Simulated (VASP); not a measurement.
W:

```
W
1.0
    -1.58234    1.58234    1.58234
     1.58234   -1.58234    1.58234
     1.58234    1.58234   -1.58234
W
1
Direct
  0.00000 0.00000 0.00000
```

```yaml
Program: VASP 6.6.1
Task: relaxation of cell and atoms
Functional: LDA
Potentials_or_basis: VASP PAW LDA potentials, release 64 (W_sv)
Cutoff: 600 eV
k_mesh: 12 × 12 × 12
Occupations: fermi-dirac, width 0.05 eV
Spin: no spin polarisation
```

At the start: pressure -7.2 GPa; volume 15.85 Å³/atom.

How do energy, volume and symmetry change on relaxing?

Over 4 steps the energy falls by 8.2 meV/atom and the volume is 15.49 Å³/atom (-2.3 %); space group Im-3m (No. 229, to 0.05 Å).

Step by step:
```
step  energy change (eV)  largest force (eV/Å)  pressure (GPa)  volume (Å³)
   1              0.0000                0.0000           -7.20        15.85
   2              0.1043                0.0000           31.82        14.27
   3             -0.0082                0.0000           -0.25        15.50
   4             -0.0082                0.0000           -0.04        15.49
```

Final structure:
```yaml
crystal:
  lattice:
    - [-1.57031, 1.57031, 1.57031]
    - [1.57031, -1.57031, 1.57031]
    - [1.57031, 1.57031, -1.57031]
  atoms:
    - { symbol: W, position: [0.00000, 0.00000, 0.00000] }
```
